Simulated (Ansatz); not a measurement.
# YN (rocksalt) by several functionals

All numbers come from Ansatz 0.2.0. (Simulation; no magnetic order is allowed.)

Structure: YN built on the rocksalt prototype, at its r2SCAN minimum. Around Y lie 6 N at 2.45 Å; around N lie 6 Y at 2.45 Å.

Space group Fm-3m (No. 225). a = 4.896 Å, b = 4.896 Å, c = 4.896 Å, α = 90.00°, β = 90.00°, γ = 90.00°
```
atom  site  symmetry       x       y       z
   Y    4a      m-3m  0.0000  0.0000  0.0000
   N    4b      m-3m  0.5000  0.0000  0.0000
```

Relaxed lattice by functional, symmetry kept:
```csv
functional,k mesh,a (Å),volume (Å³/atom)
PBE,8×8×8,4.906,14.76
r2SCAN,8×8×8,4.896,14.67
```

On this one geometry the levels give:
```tsv
level	k mesh	gap (eV)	kind	edges	least direct gap (eV)
PBE	10×10×10	0.20	indirect	Γ → X	0.59
PBE+SOC	10×10×10	0.18	indirect	Γ → X	0.55
r2SCAN	10×10×10	0.58	indirect	Γ → X	0.98
HSE06	6×6×6	1.09	indirect	Γ → X	1.56
PBE0	6×6×6	1.76	indirect	Γ → X	2.23
```
PBE, PBE+SOC: smearing of 0.02 eV; the others have fixed occupations.
Wave cutoffs: 420 eV, 500 eV (r2SCAN).

The HSE06 gap is indirect, 1.09 eV (Γ to X), below the direct gap of 1.56 eV at X. Spin-orbit coupling changes the PBE gap by -0.02 eV, to 0.18 eV; at Γ the threefold valence level splits into a fourfold and a twofold level 0.056 eV apart, the fourfold one on top.

r2SCAN covers 43 % of the step from PBE to HSE06, while HSE06 needs about 13 times r2SCAN's cost (on a coarser mesh). For gaps to 0.1 eV, spin-orbit coupling (up to 0.05 eV here) can be left out. Among these functionals the gap stays indirect.

r2SCAN (ground state on 8×8×8): The clamped-ion dielectric constant comes out as 9.57 in all directions. Born charges, averaged over directions: Y +4.29, N -4.29 e.

Only the levels marked +SOC include spin-orbit coupling.

The meshes of the hybrids are coarse, so their gaps aren't converged to the digits shown.
